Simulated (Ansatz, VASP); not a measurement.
## Ti in VASP and in Ansatz

```xyz
4
Lattice="2.0676 -2.0409 0.0000 2.0676 2.0409 0.0000 0.0000 0.0000 8.2399" Properties=species:S:1:pos:R:3 pbc="T T T"
Ti    2.0676   -1.0204    1.0300
Ti    2.0676   -1.0205    5.1499
Ti    2.0676    1.0204    7.2099
Ti    2.0676    1.0205    3.0900
```

Alike in both runs: functional PBE; k mesh 6 × 6 × 4; occupations gaussian, width 0.1 eV; no spin polarisation.

Ansatz relaxed the structure, and its values are those at the end. VASP's run is a single point on that final structure, the one shown.

```csv
,VASP,Ansatz
version,VASP 6.6.1,Ansatz 0.2.0
potentials or method,"VASP PAW PBE potentials, release 64 (Ti_sv)","scalar-relativistic, plane waves, PAW"
plane-wave cutoff (eV),520,420
valence electrons in the cell,48,48
```

Ansatz gave:

| Quantity | Value |
| --- | --- |
| gap on the k mesh at the Fermi level (eV) | none |
| pressure (GPa) | 0.2 |

Task: Estimate VASP's values.

Result: gap on the k mesh at the Fermi level (eV): none; pressure (GPa): -0.1.

A gap of «none» marks a metal or a gap that the smearing closes. The functional is the same, so the differences come from potentials, cutoffs and numerics.

Caveats: the k mesh is coarse (spacing up to 0.36 Å⁻¹), so the values aren't converged.
